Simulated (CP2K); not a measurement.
# ZrB2 (P6/mmm) in CP2K: a series of runs, part 2 of 2

CP2K 2026.2. The steps go on from the part before.

### Step 4. Band structure, PBE

Contents of zrb2_bands.inp:

```
&GLOBAL
  PROJECT zrb2_bands
  RUN_TYPE ENERGY_FORCE
  PRINT_LEVEL LOW
&END GLOBAL
&FORCE_EVAL
  METHOD QS
  STRESS_TENSOR ANALYTICAL
  &DFT
    BASIS_SET_FILE_NAME BASIS_MOLOPT_UZH
    POTENTIAL_FILE_NAME POTENTIAL_UZH
    &MGRID
      CUTOFF 450
      REL_CUTOFF 60
      NGRIDS 4
    &END MGRID
    &QS
      METHOD GPW
      EPS_DEFAULT 1.0E-10
    &END QS
    &KPOINTS
      SCHEME MONKHORST-PACK 10 10 8
      GAMMA_CENTERED T
      SYMMETRY T
      SYMMETRY_BACKEND SPGLIB
    &END KPOINTS
    &SCF
      SCF_GUESS ATOMIC
      EPS_SCF 1.0E-6
      MAX_SCF 100
      ADDED_MOS 15
      CHOLESKY OFF
      EPS_EIGVAL 1.0E-7
      &DIAGONALIZATION ON
        ALGORITHM STANDARD
      &END DIAGONALIZATION
      &MIXING ON
        METHOD BROYDEN_MIXING
        ALPHA 0.4
        BETA 1.5
        NBUFFER 8
      &END MIXING
      &SMEAR ON
        METHOD FERMI_DIRAC
        ELECTRONIC_TEMPERATURE [K] 580.226
      &END SMEAR
    &END SCF
    &XC
      &XC_FUNCTIONAL PBE
      &END XC_FUNCTIONAL
    &END XC
    &PRINT
      &KPOINTS ON
      &END KPOINTS
      &MULLIKEN ON
      &END MULLIKEN
      &MO ON
        ENERGIES T
        OCCUPATION_NUMBERS T
        &EACH
          QS_SCF 0
        &END EACH
        ADD_LAST NUMERIC
      &END MO
      &BAND_STRUCTURE
        FILE_NAME bands.bs
        ADDED_MOS 2
        &KPOINT_SET
          UNITS B_VECTOR
          NPOINTS 8
          SPECIAL_POINT GAMMA 0.00000000 0.00000000 0.00000000
          SPECIAL_POINT M 0.50000000 0.00000000 0.00000000
          SPECIAL_POINT K 0.33333333 0.33333333 0.00000000
          SPECIAL_POINT GAMMA 0.00000000 0.00000000 0.00000000
          SPECIAL_POINT A 0.00000000 0.00000000 0.50000000
          SPECIAL_POINT L 0.50000000 0.00000000 0.50000000
          SPECIAL_POINT H 0.33333333 0.33333333 0.50000000
          SPECIAL_POINT A 0.00000000 0.00000000 0.50000000
        &END KPOINT_SET
        &KPOINT_SET
          UNITS B_VECTOR
          NPOINTS 8
          SPECIAL_POINT L 0.50000000 0.00000000 0.50000000
          SPECIAL_POINT M 0.50000000 0.00000000 0.00000000
        &END KPOINT_SET
        &KPOINT_SET
          UNITS B_VECTOR
          NPOINTS 8
          SPECIAL_POINT K 0.33333333 0.33333333 0.00000000
          SPECIAL_POINT H 0.33333333 0.33333333 0.50000000
        &END KPOINT_SET
      &END BAND_STRUCTURE
    &END PRINT
  &END DFT
  &SUBSYS
    &CELL
      ABC 3.1700000000 3.1700000000 3.5330000000
      ALPHA_BETA_GAMMA 90.0000000000 90.0000000000 120.0000000000
      PERIODIC XYZ
    &END CELL
    &COORD
      SCALED
      Zr  0.0000000000 0.0000000000 0.0000000000
      B   0.6666666667 0.3333333333 0.5000000000
      B   0.3333333333 0.6666666667 0.5000000000
    &END COORD
    &KIND Zr
      BASIS_SET DZVP-MOLOPT-PBE-GTH-q12
      POTENTIAL GTH-PBE-q12
    &END KIND
    &KIND B
      BASIS_SET DZVP-MOLOPT-PBE-GTH-q3
      POTENTIAL GTH-PBE-q3
    &END KIND
    &PRINT
      &ATOMIC_COORDINATES ON
      &END ATOMIC_COORDINATES
      &CELL ON
      &END CELL
    &END PRINT
  &END SUBSYS
  &PRINT
    &FORCES ON
    &END FORCES
    &STRESS_TENSOR ON
    &END STRESS_TENSOR
  &END PRINT
&END FORCE_EVAL
```

Potentials or basis: POTENTIAL_UZH Zr GTH-PBE-q12, B GTH-PBE-q3; DZVP-MOLOPT-PBE-GTH basis.

Command:

```console
$ OMP_NUM_THREADS=1 cp2k.psmp -i zrb2_bands.inp -o zrb2_bands.out
```

Wall time 2.1 min (1 thread of Arm Neoverse V1, shared host); peak memory 0.33 GiB.

It converged, with:

```yaml
Free_energy: -1426.5454 eV
Pressure: 2.2 GPa
Band_gap_on_the_k_mesh: none (metal or under the smearing width)
Mulliken_charges: Zr +0.06; B -0.03 e
```

Stress tensor (GPa, compression positive):
```
1.71 0.00 0.00
0.00 1.71 0.00
0.00 0.00 3.29
```

Levels at the corners of the path, in eV from the Fermi level:
| point | band 5 | band 6 | band 7 | band 8 | band 9 | band 10 | band 11 | band 12 | band 13 | band 14 |
| --- | --- | --- | --- | --- | --- | --- | --- | --- | --- | --- |
| Γ | -12.60 | -2.57 | -2.57 | -2.52 | -2.22 | 3.60 | 3.60 | 4.34 | 4.34 | 5.29 |
| M | -8.86 | -8.35 | -3.86 | -2.97 | -2.64 | 2.34 | 2.46 | 5.17 | 5.24 | 6.83 |
| K | -7.64 | -7.64 | -6.83 | -2.40 | -2.40 | 1.69 | 1.69 | 3.32 | 8.77 | 8.77 |
| Γ | -12.60 | -2.57 | -2.57 | -2.52 | -2.22 | 3.60 | 3.60 | 4.34 | 4.34 | 5.29 |
| A | -10.53 | -6.82 | -0.91 | -0.91 | 0.42 | 0.42 | 0.89 | 0.89 | 1.97 | 5.26 |
| L | -9.86 | -6.86 | -4.56 | -4.07 | -1.82 | 3.93 | 4.40 | 5.56 | 6.51 | 6.72 |
| H | -8.68 | -8.68 | -4.79 | -2.55 | -2.55 | 4.30 | 6.30 | 6.30 | 6.82 | 6.82 |
| A | -10.53 | -6.82 | -0.91 | -0.91 | 0.42 | 0.42 | 0.89 | 0.89 | 1.97 | 5.26 |
| L | -9.86 | -6.86 | -4.56 | -4.07 | -1.82 | 3.93 | 4.40 | 5.56 | 6.51 | 6.72 |
| M | -8.86 | -8.35 | -3.86 | -2.97 | -2.64 | 2.34 | 2.46 | 5.17 | 5.24 | 6.83 |
| K | -7.64 | -7.64 | -6.83 | -2.40 | -2.40 | 1.69 | 1.69 | 3.32 | 8.77 | 8.77 |
| H | -8.68 | -8.68 | -4.79 | -2.55 | -2.55 | 4.30 | 6.30 | 6.30 | 6.82 | 6.82 |

Caveat: Mulliken charges move with the basis; the basis of atomic orbitals isn't converged, which shifts pressures, moduli and gaps.

### Step 5. Band structure, PBE

zrb2_bands.inp: that of step 4 with these lines changed.

```diff
@@ -9,3 +9,3 @@
   &DFT
-    BASIS_SET_FILE_NAME BASIS_MOLOPT_UZH
+    BASIS_SET_FILE_NAME BASIS_ccGRB_UZH
     POTENTIAL_FILE_NAME POTENTIAL_UZH
@@ -107,3 +107,3 @@
     &KIND Zr
-      BASIS_SET DZVP-MOLOPT-PBE-GTH-q12
+      BASIS_SET ccGRB-D-q12
       POTENTIAL GTH-PBE-q12
@@ -111,3 +111,3 @@
     &KIND B
-      BASIS_SET DZVP-MOLOPT-PBE-GTH-q3
+      BASIS_SET ccGRB-D-q3
       POTENTIAL GTH-PBE-q3
```

Potentials or basis: POTENTIAL_UZH Zr GTH-PBE-q12, B GTH-PBE-q3; ccGRB-D basis.

Command:

```console
$ OMP_NUM_THREADS=1 cp2k.psmp -i zrb2_bands.inp -o zrb2_bands.out
```

zrb2_bands.out:

```text

 CP2K| version string:                                       CP2K version 2026.2
 CP2K| Input file name                                            zrb2_bands.inp

 GLOBAL| Force Environment number                                              1
 GLOBAL| Basis set file name                                     BASIS_ccGRB_UZH
 GLOBAL| Potential file name                                       POTENTIAL_UZH
 GLOBAL| MM Potential file name                                     MM_POTENTIAL
 GLOBAL| Coordinate file name                                      __STD_INPUT__
 GLOBAL| Method name                                                        CP2K
 GLOBAL| Project name                                                 zrb2_bands
 GLOBAL| Run type                                                   ENERGY_FORCE
 GLOBAL| FFT library                                                       FFTW3
 GLOBAL| Diagonalization library                                       ScaLAPACK
 GLOBAL| Cholesky decomposition library                                ScaLAPACK
 GLOBAL| DGEMM library                                                      BLAS
 GLOBAL| Direct generalized diagonalization requested                          F
 GLOBAL| Matrix multiplication library                                 ScaLAPACK
 GLOBAL| Global print level                                                  LOW
 GLOBAL| Total number of message passing processes                             1
 GLOBAL| Number of threads for this process                                    1
 GLOBAL| CPU model name                                                  UNKNOWN

 CELL| Volume [angstrom^3]:                                            30.746295
 CELL| Vector a [angstrom]:       3.170     0.000     0.000   |a| =     3.170000
 CELL| Vector b [angstrom]:      -1.585     2.745     0.000   |b| =     3.170000
 CELL| Vector c [angstrom]:       0.000     0.000     3.533   |c| =     3.533000
 CELL| Angle (b,c), alpha [degree]:                                    90.000000
 CELL| Angle (a,c), beta  [degree]:                                    90.000000
 CELL| Angle (a,b), gamma [degree]:                                   120.000000
 CELL| Numerically orthorhombic:                                              NO
 CELL| Periodicity                                                           XYZ

 CELL_REF| Volume [angstrom^3]:                                        30.746295
 CELL_REF| Vector a [angstrom     3.170     0.000     0.000   |a| =     3.170000
 CELL_REF| Vector b [angstrom    -1.585     2.745     0.000   |b| =     3.170000
 CELL_REF| Vector c [angstrom     0.000     0.000     3.533   |c| =     3.533000
 CELL_REF| Angle (b,c), alpha [degree]:                                90.000000
 CELL_REF| Angle (a,c), beta  [degree]:                                90.000000
[... 585 lines left out ...]
 MO| E(Fermi):            0.472254 a.u.         12.850673 eV

 [... the levels of further k-points ...]

 !-----------------------------------------------------------------------------!
                     Mulliken Population Analysis

 #  Atom  Element  Kind  Atomic population                           Net charge
       1     Zr       1         10.193168                              1.806832
       2     B        2          3.903397                             -0.903397
       3     B        2          3.903435                             -0.903435
 # Total charge                             18.000000                 -0.000000

 !-----------------------------------------------------------------------------!

 KPOINTS| Band Structure Calculation
 KPOINTS| Number of k-point sets                                               3
 KPOINTS| Number of added MOs/bands                                            2
 KPOINTS| Number of k-points in set    1                                      57
 KPOINTS| In units of b-vector [2pi/Bohr]
 KPOINTS| Special point     1       GAMMA     0.000000     0.000000     0.000000
 KPOINTS| Special point     2           M     0.500000     0.000000     0.000000
 KPOINTS| Special point     3           K     0.333333     0.333333     0.000000
 KPOINTS| Special point     4       GAMMA     0.000000     0.000000     0.000000
 KPOINTS| Special point     5           A     0.000000     0.000000     0.500000
 KPOINTS| Special point     6           L     0.500000     0.000000     0.500000
 KPOINTS| Special point     7           H     0.333333     0.333333     0.500000
 KPOINTS| Special point     8           A     0.000000     0.000000     0.500000
 KPOINTS| Number of k-points in set    2                                       9
 KPOINTS| In units of b-vector [2pi/Bohr]
 KPOINTS| Special point     1           L     0.500000     0.000000     0.500000
 KPOINTS| Special point     2           M     0.500000     0.000000     0.000000
 KPOINTS| Number of k-points in set    3                                       9
 KPOINTS| In units of b-vector [2pi/Bohr]
 KPOINTS| Special point     1           K     0.333333     0.333333     0.000000
 KPOINTS| Special point     2           H     0.333333     0.333333     0.500000

 ENERGY| Total FORCE_EVAL ( QS ) energy [hartree]            -52.418266110444790

 FORCES| Atomic forces [hartree/bohr]
 FORCES|   Atom     x               y               z               |f|
 FORCES|      1  4.92192935E-11 -1.89879930E-09  8.28651003E-15   1.89943711E-09
 FORCES|      2 -5.72386314E-10 -9.47596335E-08  3.15464726E-17   9.47613622E-08
 FORCES|      3  5.22551556E-10  9.66593641E-08  2.40354549E-16   9.66607765E-08
 FORCES| Sum    -6.15464308E-13  9.31251629E-13  8.55841106E-15
 FORCES| Total atomic force                                       1.11628812E-12

 STRESS| Analytical stress tensor [bar]
 STRESS|                        x                   y                   z
 STRESS|      x        2.71987964623E+04   1.77631256668E-01   1.06301913763E-09
 STRESS|      y        1.77631256668E-01   2.72024636815E+04  -4.68464706026E-09
 STRESS|      z        1.06301913763E-09  -4.68464706026E-09   3.00210648359E+04
 STRESS| 1/3 Trace                                             2.81407749932E+04
 STRESS| Determinant                                           2.22118135176E+13

 STRESS| Eigenvectors and eigenvalues of the analytical stress tensor [bar]
 STRESS|                        1                   2                   3
 STRESS| Eigenvalues   2.71987878784E+04   2.72024722654E+04   3.00210648359E+04
 STRESS|      x           0.998834413597      0.048268149061      0.000000000000
 STRESS|      y          -0.048268149061      0.998834413597     -0.000000000002
 STRESS|      z          -0.000000000000      0.000000000002      1.000000000000
```

bands.bs:

```text
# Set 1: 8 special points, 57 k-points, 26 bands
#  Special point 1          0.00000000     0.00000000     0.00000000  GAMMA
#  Special point 2          0.50000000     0.00000000     0.00000000  M
#  Special point 3          0.33333333     0.33333333     0.00000000  K
#  Special point 4          0.00000000     0.00000000     0.00000000  GAMMA
#  Special point 5          0.00000000     0.00000000     0.50000000  A
#  Special point 6          0.50000000     0.00000000     0.50000000  L
#  Special point 7          0.33333333     0.33333333     0.50000000  H
#  Special point 8          0.00000000     0.00000000     0.50000000  A
#  Point 1      Spin 1:     0.00000000     0.00000000     0.00000000       0.01754386
#   Band    Energy [eV]     Occupation
       1   -35.59597220     2.00000000
       2   -13.82577247     2.00000000
       3   -13.24952079     2.00000000
       4   -13.24951917     2.00000000
       5     0.26127580     2.00000000
       6    10.26843207     2.00000000
[... 18 lines left out ...]
      25    41.74389086     0.00000000
      26    41.74425181     0.00000000
#  Point 2      Spin 1:     0.06250000     0.00000000     0.00000000       0.01754386
#   Band    Energy [eV]     Occupation
[... 1404 lines left out ...]
       5     2.86826890     2.00000000
       6     6.55202865     2.00000000
[... 18 lines left out ...]
      25    39.39202529     0.00000000
      26    39.85293079     0.00000000
#  Point 53     Spin 1:     0.16666666     0.16666666     0.50000000       0.01754386
#   Band    Energy [eV]     Occupation
       1   -35
```

Run time: 62 s. Hardware: 1 thread of Arm Neoverse V1, shared host; peak memory 0.29 GiB.

What came out:

* Free energy: -1426.3736 eV
* Pressure: 2.8 GPa
* Band gap on the k mesh: none (metal or under the smearing width)
* Mulliken charges: Zr +1.81; B -0.90 e

Levels at the corners of the path, in eV from the Fermi level:
```csv
point,band 6,band 7,band 8,band 9,band 10,band 11,band 12,band 13
Γ,-2.58,-2.58,-2.53,-2.22,3.60,3.60,4.33,4.33
M,-8.35,-3.86,-2.95,-2.64,2.34,2.48,5.16,5.22
K,-7.64,-6.79,-2.40,-2.40,1.68,1.68,3.33,8.75
Γ,-2.58,-2.58,-2.53,-2.22,3.60,3.60,4.33,4.33
A,-6.82,-0.89,-0.89,0.44,0.44,0.89,0.89,1.98
L,-6.85,-4.56,-4.09,-1.83,3.94,4.27,5.54,6.49
H,-8.68,-4.78,-2.56,-2.56,4.30,6.28,6.28,6.80
A,-6.82,-0.89,-0.89,0.44,0.44,0.89,0.89,1.98
L,-6.85,-4.56,-4.09,-1.83,3.94,4.27,5.54,6.49
M,-8.35,-3.86,-2.95,-2.64,2.34,2.48,5.16,5.22
K,-7.64,-6.79,-2.40,-2.40,1.68,1.68,3.33,8.75
H,-8.68,-4.78,-2.56,-2.56,4.30,6.28,6.28,6.80
```

Caveat: Mulliken charges move with the basis; the basis of atomic orbitals isn't converged, which shifts pressures, moduli and gaps.

### Step 6. Summary

```tsv
potentials or basis	ADDED_MOS	gap on the mesh (eV)	pressure (GPa)
GTH_POTENTIALS Zr GTH-PBE-q12, B GTH-PBE-q3; SZV-MOLOPT-SR-GTH basis	[9]	none	-3.8
GTH_POTENTIALS Zr GTH-PBE-q12, B GTH-PBE-q3; DZVP-MOLOPT-SR-GTH basis	[15]	none	0.5
POTENTIAL_UZH Zr GTH-PBE-q12, B GTH-PBE-q3; DZVP-MOLOPT-PBE-GTH basis	[15]	none	2.2
POTENTIAL_UZH Zr GTH-PBE-q12, B GTH-PBE-q3; ccGRB-D basis	[15]	none	2.8
```

Alike in all rows: task band structure; level PBE; no spin polarisation; cell as given; k mesh 10 × 10 × 8; smearing fermi-dirac 0.05 eV.

Caveats: the basis of atomic orbitals isn't converged, which shifts pressures, moduli and gaps; a minimal basis gives rough bond lengths, pressures and levels (some runs).

Absolute energies hang on the potentials; compare differences alone.
